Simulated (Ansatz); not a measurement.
# LiF (Griceite) in Ansatz: the effect of functional

LiF (Griceite):

```
F Li
1.0
     0.00000    2.02734    2.02734
     2.02734    0.00000    2.02734
     2.02734    2.02734    0.00000
F Li
1 1
Direct
  0.50000 0.50000 0.50000
  0.00000 0.00000 0.00000
```

The cell isn't the ideal one: volume scaled by 1.02.

Alike in all runs:

```yaml
Program: Ansatz 0.2.0
Task: single point
Potentials_or_basis: Ansatz PAW
k_mesh: 11 × 11 × 11
Occupations: fermi-dirac, width 0.05 eV
Spin: no spin polarisation
```

| functional | cutoff | gap on the mesh (eV) | pressure (GPa) |
| --- | --- | --- | --- |
| LDA | 420 eV (not typed: the program's choice for these potentials) | ? | ? |
| PBEsol | 420 eV (not typed: the program's choice for these potentials) | 8.75 | -2.3 |
| r2SCAN | 500 eV (not typed: the program's choice for these potentials) | 9.88 | -3.4 |

**Question.** What does the run with functional LDA give?

**Answer.** gap on the mesh 8.67 eV; pressure -7.6 GPa.

Caveats: odd divisions of the mesh miss points on the zone boundary, where band edges often lie, so the gap on the mesh can be too wide; the PAW data sets come from PBE, with cores solved anew for the run's functional, which leaves a small shift of forces and pressure.

A k mesh can miss the band edges.

Runs at the PBE level aren't shown here.
